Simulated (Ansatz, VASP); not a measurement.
**Two plane-wave programs on Rb**

```
CELL_PARAMETERS angstrom
-2.93468 2.93468 2.71252
2.93468 -2.93468 2.71252
2.93468 2.93468 -2.71252
ATOMIC_POSITIONS crystal
Rb 0.00000 0.00000 0.00000
```

Change from the starting cell: volume scaled by 0.98.

Alike in both runs: task single point; functional PBE; k mesh 7 × 7 × 7; occupations fermi-dirac, width 0.05 eV; no spin polarisation.

```csv
,VASP,Ansatz
version,VASP 6.6.1,Ansatz 0.2.0
potentials or method,"VASP PAW PBE potentials, release 64 (Rb_sv)",Ansatz PAW
plane-wave cutoff (eV),520,420
valence electrons in the cell,9,9
```

|  | VASP | Ansatz | Ansatz less VASP |
| --- | --- | --- | --- |
| gap on the k mesh at the Fermi level (eV) | none | none | - |
| pressure (GPa) | -0.1 | -0.1 | 0.00 |

A gap of «none» marks a metal or a gap that the smearing closes.
